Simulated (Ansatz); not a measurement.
# Na: the order of phases at one pressure

Which of fcc, bcc, hcp, diamond, hP4, omega has the lowest enthalpy for Na at one common pressure? The runs shown use LAPW. Companion runs by PAW are cited.

Computed with Ansatz 0.2.0 (DFT, PBE, all-electron LAPW, scalar-relativistic, unless a step's input says otherwise).

## Step 1: The starting structure

It takes space group Fm-3m (No. 225, cubic). Conventional cell: a = 4.882 Å, b = 4.882 Å, c = 4.882 Å, α = 90.00°, β = 90.00°, γ = 90.00°. Na (site symmetry m-3m) is surrounded by 12 Na at 3.45 Å.

Structure file:

```xyz
1
Lattice="0.0000 2.4409 2.4409 2.4409 0.0000 2.4409 2.4409 2.4409 0.0000" Properties=species:S:1:pos:R:3 pbc="T T T"
Na    0.0000    0.0000    0.0000
```

## Step 2: Fcc relaxed under pressure, LAPW

Input file input.yaml:

```yaml
crystal:
  lattice:
    - [0.0, 2.4408889366, 2.4408889366]
    - [2.4408889366, 0.0, 2.4408889366]
    - [2.4408889366, 2.4408889366, 0.0]
  atoms:
    - { symbol: Na, position: [0.0, 0.0, 0.0] }
kpoints:
  mp_grid: { grid: [14, 14, 14] }
scf:
  occupations: { method: fermi_dirac, width: 0.08 }
hamiltonian:
  xc: pbe
  pseudopotentials: { kind: all_electron, lapw: { basis_error: 0.0005 } }
output:
  forces: true
  stress: true
  eigenvalues: true
relax:
  f_tol: 0.005
  max_steps: 12
  cell: { p_target: 2.9, stress_tol: 0.03 }
```

Launch:

```console
$ ansatz run input.yaml --threads 1 --pin off --max-ram 3584MiB --backend cpu --events-out ev --progress --plain --runs-dir out
```

After this run come: Bcc relaxed under pressure, LAPW; Hcp relaxed under pressure, LAPW; Diamond relaxed under pressure, LAPW; HP4 at the cell that PAW relaxed, LAPW; Omega relaxed under pressure, LAPW.

What does the calculation give? Wanted: pressure; lowest (for each run or level that gives them).

As calculated:

```
     quantity                        value
     pressure                      2.9 GPa
lowest (LAPW)  fcc, 0.8 meV/atom under bcc
 lowest (PAW)  fcc, 0.7 meV/atom under bcc
```

By LAPW the order is fcc ≈ bcc ≈ hP4 ≈ hcp < omega < diamond; the first two lie within 0.8 meV/atom, too close to call. By PAW the order is fcc ≈ bcc ≈ hP4 ≈ hcp < omega < diamond; the first two lie within 0.8 meV/atom, too close to call. The methods agree on the lowest phase. Only these structures were tried, with electrons smeared by 0.08 eV and without vibrations, so the true ground state may be another. The k meshes differ between phases and weren't tested, which can move differences by some meV.
